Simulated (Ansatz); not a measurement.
# KTaO3: response to strain

Aim: deform KTaO3 (equal xy, yz and zx engineering shear strains of -2 %) and compute stress, forces and field gradients with LAPW, PAW and all-electron datasets made for the crystal.

Computed with Ansatz 0.2.0 (DFT PBE, scalar-relativistic, unless a step's input says otherwise).

**1. The system as given**

It takes space group Pm-3m (No. 221, cubic). The conventional cell has a = 3.988 Å, b = 3.988 Å, c = 3.988 Å, α = 90.00°, β = 90.00°, γ = 90.00°. K (site symmetry m-3m) is surrounded by 12 O at 2.82 Å. Ta (site symmetry m-3m) has 6 O at 1.99 Å as nearest neighbours. Around O (site symmetry 4/mmm) lie 2 Ta at 1.99 Å and 4 K at 2.82 Å.

As a file:

```cif
data_structure
_symmetry_space_group_name_H-M 'Pm-3m'
_symmetry_Int_Tables_number 221
_cell_length_a 3.9883
_cell_length_b 3.9883
_cell_length_c 3.9883
_cell_angle_alpha 90.000
_cell_angle_beta 90.000
_cell_angle_gamma 90.000
_cell_volume 63.44
loop_
_atom_site_label
_atom_site_type_symbol
_atom_site_symmetry_multiplicity
_atom_site_Wyckoff_symbol
_atom_site_fract_x
_atom_site_fract_y
_atom_site_fract_z
_atom_site_occupancy
K1 K 1 b 0.50000 0.50000 0.50000 1
Ta1 Ta 1 a 0.00000 0.00000 0.00000 1
O1 O 3 d 0.50000 0.00000 0.00000 1
```

The file gives the conventional cell by its symmetry; the runs use the cell typed in the input.

Atoms are numbered in the order of the input: K1, Ta2, O3, O4, O5.

**2. After the deformation**

Space group Pm-3m before, R-3m after.

**3. LAPW, all electrons**

The input, input.yaml:

```yaml
crystal:
  lattice:
    - [3.9883, -0.039883, -0.039883]
    - [-0.039883, 3.9883, -0.039883]
    - [-0.039883, -0.039883, 3.9883]
  atoms:
    - { symbol: K, position: [0.5, 0.5, 0.5] }
    - { symbol: Ta, position: [0.0, 0.0, 0.0] }
    - { symbol: O, position: [0.5, 0.0, 0.0] }
    - { symbol: O, position: [0.0, 0.5, 0.0] }
    - { symbol: O, position: [0.0, 0.0, 0.5] }
kpoints:
  mp_grid: { grid: [5, 5, 5] }
  band_path:
    path:
      - [0.0, 0.0, 0.0]
      - [0.5, 0.0, 0.0]
      - [0.5, -0.5, 0.5]
      - [0.4804921086, -0.5195078914, 0.4804921086]
      - [0.4804921086, 0.4804921086, 0.4804921086]
      - [0.0, 0.0, 0.0]
      - [0.5, -0.5, 0.0]
    npoints: 5
scf:
  occupations: { method: fermi_dirac, width: 0.01 }
hamiltonian:
  xc: pbe
  pseudopotentials: { kind: all_electron, lapw: { basis_error: 0.0005 } }
output:
  forces: true
  stress: true
  eigenvalues: true
```

The run is started by

```bash
> ansatz run input.yaml --threads 2 --pin off --max-ram 6144MiB --backend cpu --events-out ev --progress --plain --runs-dir out
```

**4. PAW on the default files**

The input, input.yaml:

```yaml
crystal:
  lattice:
    - [3.9883, -0.039883, -0.039883]
    - [-0.039883, 3.9883, -0.039883]
    - [-0.039883, -0.039883, 3.9883]
  atoms:
    - { symbol: K, position: [0.5, 0.5, 0.5] }
    - { symbol: Ta, position: [0.0, 0.0, 0.0] }
    - { symbol: O, position: [0.5, 0.0, 0.0] }
    - { symbol: O, position: [0.0, 0.5, 0.0] }
    - { symbol: O, position: [0.0, 0.0, 0.5] }
kpoints:
  mp_grid: { grid: [5, 5, 5] }
scf:
  occupations: { method: fermi_dirac, width: 0.01 }
hamiltonian:
  xc: pbe
  pseudopotentials: { kind: paw }
output:
  forces: true
  stress: true
  eigenvalues: true
  efg: { contact_densities: true }
  write_density: true
  write_potential: true
  elf: true
  volumetric_format: npy
```

**5. All-electron PAW on datasets made for the crystal**

Changes to input.yaml since step 4:

```diff
@@ -17,3 +17,3 @@
   xc: pbe
-  pseudopotentials: { kind: paw }
+  pseudopotentials: { kind: all_electron, datasets: crystal }
 output:
@@ -23,5 +23 @@
   efg: { contact_densities: true }
-  write_density: true
-  write_potential: true
-  elf: true
-  volumetric_format: npy
```

(Steps that only read results are left out.)

Q: Predict the outcome of this session. Wanted: pressure; largest shear or deviatoric stress.

The runs gave:

| quantity | value |
| --- | --- |
| pressure | LAPW 5.53, PAW 5.46, crystal datasets 5.53 GPa |
| largest shear or deviatoric stress (LAPW) | 2.02 GPa |

What this shows: The largest part of the stress beyond the pressure is 2.02 GPa in size; the atoms are carried along and not relaxed. No run of the undeformed cell stands beside it, so the pressure holds what the given cell had before the change. PAW: stress within 0.07 GPa of LAPW. Crystal datasets: stress within 0.01 GPa of LAPW. Spin-orbit coupling is left out, though the cell holds Ta; in elements this heavy it can shift bands and gaps by tenths of an eV.

These are semilocal Kohn-Sham gaps, which aren't the measured quantity. Such gaps usually fall short of the measured ones.
